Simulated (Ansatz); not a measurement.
# Al2Cu: the cost of one run

Program: Ansatz 0.2.0. Level of theory: DFT r2SCAN, scalar-relativistic, plane waves, PAW. These are calculated values, not measurements.

3 further runs of the same task are left out: 3 set aside as unsound or not needed. Runs told in other sessions of the task aren't counted.

### 1 The system as given

Symmetry: Fm-3m, No. 225, cubic system. The conventional cell has a = 5.734 Å, b = 5.734 Å, c = 5.734 Å, α = 90.00°, β = 90.00°, γ = 90.00°. Al (site symmetry -43m) has 4 Cu at 2.48 Å in its first shell of neighbours. Cu (site symmetry m-3m) is surrounded by 8 Al at 2.48 Å.

Coordinates:

```
Al Cu
1.0
     0.00000    0.00000    5.73398
    -4.05472    4.05472    0.00000
    -4.05472   -4.05472    0.00000
Al Cu
8 4
Cartesian
  -4.0547 2.0274 1.4335
  -2.0274 0.0000 4.3005
  -4.0547 -2.0274 1.4335
  -6.0821 0.0000 4.3005
  -2.0274 0.0000 1.4335
  -4.0547 2.0274 4.3005
  -6.0821 0.0000 1.4335
  -4.0547 -2.0274 4.3005
  -2.0274 2.0274 5.7340
  0.0000 0.0000 2.8670
  -2.0274 -2.0274 5.7340
  -4.0547 0.0000 2.8670
```

It goes back to an entry of the Materials Project, which need not be the stable form.

It is built from the cell relaxed beforehand with the same method (15.71 Å³/atom).

### 2 Zero of the scan

Input file input.yaml:

```yaml
crystal:
  lattice:
    - [0.0, 0.0, 5.7339750268]
    - [-4.0547150338, 4.0547150338, 0.0]
    - [-4.0547150338, -4.0547150338, 0.0]
  atoms:
    - { symbol: Al, position: [0.25, 0.75, 0.25] }
    - { symbol: Al, position: [0.75, 0.25, 0.25] }
    - { symbol: Al, position: [0.25, 0.25, 0.75] }
    - { symbol: Al, position: [0.75, 0.75, 0.75] }
    - { symbol: Al, position: [0.25, 0.25, 0.25] }
    - { symbol: Al, position: [0.75, 0.75, 0.25] }
    - { symbol: Al, position: [0.25, 0.75, 0.75] }
    - { symbol: Al, position: [0.75, 0.25, 0.75] }
    - { symbol: Cu, position: [1.0, 0.5, 0.0] }
    - { symbol: Cu, position: [0.5, 0.0, 0.0] }
    - { symbol: Cu, position: [1.0, 0.0, 0.5] }
    - { symbol: Cu, position: [0.5, 0.5, 0.5] }
basis:
  ecutwfc: 500
kpoints:
  mp_grid: { grid: [8, 8, 8] }
hamiltonian:
  xc: r2scan
scf:
  occupations: { method: gaussian, width: 0.15 }
output:
  forces: true
  stress: true
  eigenvalues: true
```

Started as:

```bash
> ansatz run input.yaml --threads 1 --pin off --max-ram 2560MiB --backend cpu --events-out ev --progress --plain --runs-dir out
```

What time and memory should one allow on 1 thread of Intel Xeon at 2.70GHz, shared host?

About 1.7 min, with a peak of 1.3 GiB.
